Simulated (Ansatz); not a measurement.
# Two Ansatz runs on SnSe

The cell was built from the CsCl type and relaxed in the same program; it needn't be a known or the stable phase. The listed cell was then made from it by scaling, straining or moving an atom.

First run: DFT, PBE, all-electron LAPW, scalar-relativistic (Ansatz 0.2.0).

Command: `ansatz run input.yaml --threads 1 --pin off --max-ram 2048MiB --backend cpu --events-out ev --progress --plain --runs-dir out` The run took 69 s on 1 thread of Arm Neoverse V2 (shared host), peak memory 0.5 GiB.

```yaml
crystal:
  lattice:
    - [3.6796456177, 0.0, 0.0]
    - [0.0, 3.6796456177, 0.0]
    - [0.0, 0.0, 3.6796456177]
  atoms:
    - { symbol: Sn, position: [0.0125522957, 0.0125522957, 0.0125522957] }
    - { symbol: Se, position: [0.5, 0.5, 0.5] }
kpoints:
  mp_grid: { grid: [12, 12, 12] }
scf:
  occupations: { method: fermi_dirac, width: 0.03 }
hamiltonian:
  xc: pbe
  pseudopotentials: { kind: all_electron, lapw: { basis_error: 0.001 } }
output:
  forces: true
  stress: true
  eigenvalues: true
```

Result: converged; pressure 0.07 GPa; largest force 0.085 eV/Å; no gap on the k mesh; 11 SCF iterations.

Spin–orbit coupling is left out, though it moves levels of the heavy atoms by tenths of an eV or more.

A second run of a changed input logged this at its end:

```
Basis set: ecut = 173.9379468917503 eV, 251 PW (Γ), exchange–correlation at level 2
Bands: 28, of which v1, the nominal top of the filled ones, is band 23 counted from 1 (22 counted from 0)
Symmetry: 6 space group operations
Space group: R3m (ITA 160), of the structure as read, at distance tolerance 3.7e-5 Å
k-points: 189 of 1728 (time reversal used)
Non-local potential: Sn, projectors of the file, none
Non-local potential: Se, projectors of the file, none
Initial density: superposition of atomic densities (chi_scale 0.1, normalization cell, long waves kept (reshape's long-wave potential 0.00 eV rms))
Initial wavefunctions: plane waves of lowest kinetic energy (no species holds an atomic orbital)
Functional: x = pbe(κ = 0.804, μ = 0.2195149727645171), c = pbe(β = 0.06672455060314922)
iter 1 solved again at ethr=1.75e-3 eV; its pass at ethr=1.00e-1 eV (dr2=8.04e-1 eV) is discarded
SCF iter   1: F=—  HF=-234215.743783 eV  |F-HF|=—  |Δ(HF+E_count)|=         —  Δρ=2.48e-2  dr2=8.04e-1  ethr=1.75e-3  ⟨swp⟩=2.1  Hψ=33206  notcnv=0
preconditioner: auto → Kerker (q_TF=auto, 2.692 Å⁻¹)  [metal: Δε(μ)=0.037 eV  Ē_g=18.252 eV  σ=0.030 eV  W_gap=0.30  n_scr=18 (ndim 8)  ℏωp=23.5 eV  f_vac=0.000  D(μ)=1.07/eV (n_scr^D=6)]
SCF iter   2: F=—  HF=-234215.503299 eV  |F-HF|=—  |Δ(HF+E_count)|=   2.40e-1  Δρ=1.17e-2  dr2=1.87e-1  ethr=1.75e-3  ⟨swp⟩=2.0  Hψ=16636  notcnv=0
SCF iter   3: F=—  HF=-234215.480492 eV  |F-HF|=—  |Δ(HF+E_count)|=   2.28e-2  Δρ=7.88e-3  dr2=8.89e-2  ethr=4.07e-4  ⟨swp⟩=2.0  Hψ=16402  notcnv=0  defer=1
Error: did not converge after 3 iterations: dr2 = 8.89e-2 (threshold 1.00e-7), under the density mixer `msr1`, which `scf.mixing.algorithm: auto` chose by the deck's other keys (type `scf.mixing.algorithm: msr1` to keep it); raise `scf.max_iter`, which need not help a stalled SCF, or adjust the mixing (`scf.mixing`) or, under a smearing, its width (`scf.occupations.width`, in either direction: another width is another result); this SCF holds its density and magnetisation to the symmetry operations that it keeps, and cannot end on a state that breaks one of them: if the state sought breaks one, re-run with `crystal.symmetry.detect: false`, without `crystal.symmetry.time_reversal: true`, on a non-collinear deck whose state breaks time reversal, with `crystal.symmetry.time_reversal: false` beside it (there exact exchange or a DFT+U term alone can polarise the run; a magnetic state wants starting moments), where the deck allows it (that run may end on another state, and need not converge either) — the other mixer that `auto` picks from is left to try (`scf.mixing.algorithm: broyden`); it can need more iterations, either can converge an SCF that the other leaves open, and the two can end on different states; the input reference at `scf.mixing.algorithm` says more, and from which start to try it
```

Task: What was wrong with the input?

Result: Too few SCF iterations, by this change (others could give a like log):
```diff
@@ -11,4 +11,5 @@
 scf:
   occupations: { method: fermi_dirac, width: 0.03 }
+  max_iter: 3
 hamiltonian:
   xc: pbe
```
